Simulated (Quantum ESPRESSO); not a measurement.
Runs of Quantum ESPRESSO 7.5 on MgS. The structure is hexagonal, space group P-6m2 (No. 187). The conventional cell has a = 3.611 Å, b = 3.611 Å, c = 3.305 Å, α = 90.00°, β = 90.00°, γ = 120.00°. Mg (site symmetry -6m2) has 6 S at 2.66 Å as nearest neighbours. S (site symmetry -6m2) is surrounded by 6 Mg at 2.66 Å. The cell was built by a generator and needn't be a form met in nature.

```tsv
level	ASE optimiser	rVV10 parameter b	dispersion computed by	gap on the mesh (eV)	pressure (GPa)	relaxed volume (Å³/atom)
PBE	BFGS	-	-	1.39	0.1	-
PBE+D3M(BJ)	LBFGS	-	-	(c)	-0.1	(a)
PBE+D3(BJ)	FIRE	-	-	1.36	0.0	17.96
PBE+rVV10	FIRE	6.3	-	1.28	0.2	(b)
PBE+D2	BFGS	-	-	1.38	0.0	18.32
PBE+D4	FIRE	-	dftd4 4.3.1 through ASE	1.36	0.2	18.01
PBE+D3	BFGS	-	-	1.36	0.0	18.35
```

Alike in all rows: task relaxation of cell and atoms; potentials or basis PseudoDojo 0.4.1 SR PBE standard; no spin polarisation; cell relaxed; k mesh 8 × 8 × 7; cutoff (eV) 1143; smearing fermi-dirac 0.05 eV.

**Question.** Estimate the missing entries.

**Answer.** (a) 17.07; (b) 18.25; (c) 1.31.

Caveats: an odd mesh through Γ misses points on the zone boundary, where band edges often lie; the relaxation stopped at its first step, so nothing moved (some runs); rVV10's parameter b was fitted to another functional (some runs).
